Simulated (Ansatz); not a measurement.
Born–Oppenheimer molecular dynamics of a periodic cell of 12 atoms, Al (surface Al(111)). It goes on from the last frame of an earlier run, with new velocities.

Method: DFT PBE-D3(BJ), scalar-relativistic, plane waves, PAW (Ansatz 0.2.0). Settings: cutoff 420 eV, k mesh 3x3x1, fermi-dirac smearing 0.15 eV, no spin polarisation.

```
ensemble        : NVT, Langevin thermostat
time step       : 3 fs
steps asked     : 300
set temperature : 600 K
friction        : 0.005 /fs
atoms held      : 1 to 4
seed            : 519115
```

First frame:

```xyz
12
Lattice="5.7276 0.0000 0.0000 2.8638 4.9602 0.0000 0.0000 0.0000 16.6765" Properties=species:S:1:pos:R:3
Al 1.432 0.827 1.000
Al 4.296 0.827 1.000
Al 2.864 3.307 1.000
Al 5.728 3.307 1.000
Al -0.049 1.574 3.399
Al 2.719 1.546 3.633
Al 1.146 4.130 3.345
Al 4.162 3.896 3.461
Al -0.278 -0.339 5.468
Al 2.510 -0.127 5.771
Al 1.142 2.382 5.625
Al 4.036 2.283 6.076
```

Task: What does the run give?

Result: All steps were run.

```yaml
steps_done: 300
time_covered: 900 fs
mean_temperature_over_the_second_half: 582 K
spread_of_the_potential_energy_over_the_second_half: 11.3 meV per atom
mean_potential_energy_of_the_second_half_above_the_start: -1.2 meV per atom
```

A run of 0.9 ps of so small a system gives no equilibrium averages. Limits of this set-up: coarse k mesh, thin slab, slab without dipole correction.

Task: What happens to the structure?

Result: Mean squared displacements from the first frame to the last: Al 0.06 Å². The details hang on the random start.

Task: How do temperature and energy run in time?

Result: 
```json
{"time (fs)": "0.0", "T (K)": "600", "potential energy less start (eV)": "0.000"}
{"time (fs)": "30.0", "T (K)": "532", "potential energy less start (eV)": "0.119"}
{"time (fs)": "60.0", "T (K)": "495", "potential energy less start (eV)": "0.235"}
{"time (fs)": "90.0", "T (K)": "623", "potential energy less start (eV)": "0.140"}
{"time (fs)": "120.0", "T (K)": "555", "potential energy less start (eV)": "0.156"}
{"time (fs)": "150.0", "T (K)": "722", "potential energy less start (eV)": "0.042"}
{"time (fs)": "180.0", "T (K)": "478", "potential energy less start (eV)": "0.241"}
{"time (fs)": "210.0", "T (K)": "642", "potential energy less start (eV)": "0.204"}
{"time (fs)": "240.0", "T (K)": "543", "potential energy less start (eV)": "0.215"}
{"time (fs)": "270.0", "T (K)": "529", "potential energy less start (eV)": "0.134"}
{"time (fs)": "300.0", "T (K)": "674", "potential energy less start (eV)": "0.010"}
{"time (fs)": "330.0", "T (K)": "802", "potential energy less start (eV)": "-0.175"}
{"time (fs)": "360.0", "T (K)": "362", "potential energy less start (eV)": "0.156"}
{"time (fs)": "390.0", "T (K)": "447", "potential energy less start (eV)": "-0.049"}
{"time (fs)": "420.0", "T (K)": "481", "potential energy less start (eV)": "0.078"}
{"time (fs)": "450.0", "T (K)": "681", "potential energy less start (eV)": "-0.244"}
{"time (fs)": "480.0", "T (K)": "395", "potential energy less start (eV)": "0.078"}
{"time (fs)": "510.0", "T (K)": "549", "potential energy less start (eV)": "0.065"}
{"time (fs)": "540.0", "T (K)": "753", "potential energy less start (eV)": "-0.083"}
{"time (fs)": "570.0", "T (K)": "644", "potential energy less start (eV)": "0.169"}
{"time (fs)": "600.0", "T (K)": "591", "potential energy less start (eV)": "0.083"}
{"time (fs)": "630.0", "T (K)": "788", "potential energy less start (eV)": "-0.332"}
{"time (fs)": "660.0", "T (K)": "423", "potential energy less start (eV)": "-0.075"}
{"time (fs)": "690.0", "T (K)": "696", "potential energy less start (eV)": "-0.087"}
{"time (fs)": "720.0", "T (K)": "589", "potential energy less start (eV)": "0.180"}
{"time (fs)": "750.0", "T (K)": "588", "potential energy less start (eV)": "-0.080"}
{"time (fs)": "780.0", "T (K)": "456", "potential energy less start (eV)": "0.042"}
{"time (fs)": "810.0", "T (K)": "676", "potential energy less start (eV)": "-0.267"}
{"time (fs)": "840.0", "T (K)": "548", "potential energy less start (eV)": "-0.008"}
{"time (fs)": "870.0", "T (K)": "464", "potential energy less start (eV)": "0.137"}
{"time (fs)": "900.0", "T (K)": "729", "potential energy less start (eV)": "0.020"}
```

The run took 26 min on 1 thread of Arm Neoverse V1, on a shared host, peak memory 0.51 GiB.
